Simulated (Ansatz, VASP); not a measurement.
## One calculation of GaN, two programs

```xyz
4
Lattice="3.3252 0.0000 0.0000 -1.6626 2.8797 0.0000 0.0000 0.0000 4.8810" Properties=species:S:1:pos:R:3 pbc="T T T"
Ga    0.0000    1.9198    3.6608
Ga    1.6626    0.9599    1.2203
N     0.0000    1.9198    1.2203
N     1.6626    0.9599    3.6608
```

Alike in both runs: functional PBE; k mesh 9 × 9 × 6; occupations gaussian, width 0.02 eV; no spin polarisation.

Ansatz relaxed the structure, and its values are those at the end. VASP's run is a single point on that final structure, the one shown.

|  | VASP | Ansatz |
| --- | --- | --- |
| version | VASP 6.6.1 | Ansatz 0.2.0 |
| potentials or method | VASP PAW PBE potentials, release 64 (Ga_d, N) | scalar-relativistic, plane waves, PAW |
| plane-wave cutoff (eV) | 520 | 420 |
| valence electrons in the cell | 36 | 36 |

Ansatz gave:

| Item | Value |
| --- | --- |
| gap on the k mesh at the Fermi level (eV) | 1.15 |
| least direct gap on the mesh (eV) | 1.15 |
| pressure (GPa) | 0.0 |

Q: Estimate VASP's values.

A: gap on the k mesh at the Fermi level (eV): 1.16; least direct gap on the mesh (eV): 1.16; pressure (GPa): 0.1.

With one functional, cell and mesh, what is left measures potentials, basis and numerics.
